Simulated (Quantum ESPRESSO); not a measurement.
ZnS (Wurtzite-2H):

```
Zn S
1.0
     3.81100    0.00000    0.00000
    -1.90550    3.30042    0.00000
     0.00000    0.00000    6.23400
Zn S
2 2
Direct
  0.66667 0.33333 0.50000
  0.33333 0.66667 0.00000
  0.66667 0.33333 0.88500
  0.33333 0.66667 0.38500
```

Program: Quantum ESPRESSO 7.5. Alike in all runs: no spin polarisation; cell as given; smearing fermi-dirac 0.05 eV.

Order these runs on this cell by their pressure, lowest first.
A. level r2SCAN; potentials or basis SG15 PBE 1.2; k mesh 6 × 6 × 4; cutoff (eV) 952; SCF threshold 1e-08 Ry; symmetry off; mesh quality not flagged
B. level PBEsol; potentials or basis GBRV 1.5 PBEsol; k mesh 8 × 8 × 5; cutoff (eV) 762; SCF threshold 8e-10 Ry; mesh quality not flagged
C. level LDA; potentials or basis GBRV 1.5 LDA; k mesh 8 × 8 × 5; cutoff (eV) 762; SCF threshold 8e-10 Ry; form of the LDA correlation PZ81; mesh quality not flagged
D. level PBE; potentials or basis SG15 PBE 1.2; k mesh 4 × 4 × 2; cutoff (eV) 952; SCF threshold 8e-10 Ry; mesh quality coarse

C (-3.8 GPa), B (-1.2 GPa), A (0.8 GPa), D (2.5 GPa).

Caveats: some runs use coarse meshes; the potentials were made for another functional, which shifts forces and pressure (some runs).

Not every run made on this cell is shown here.
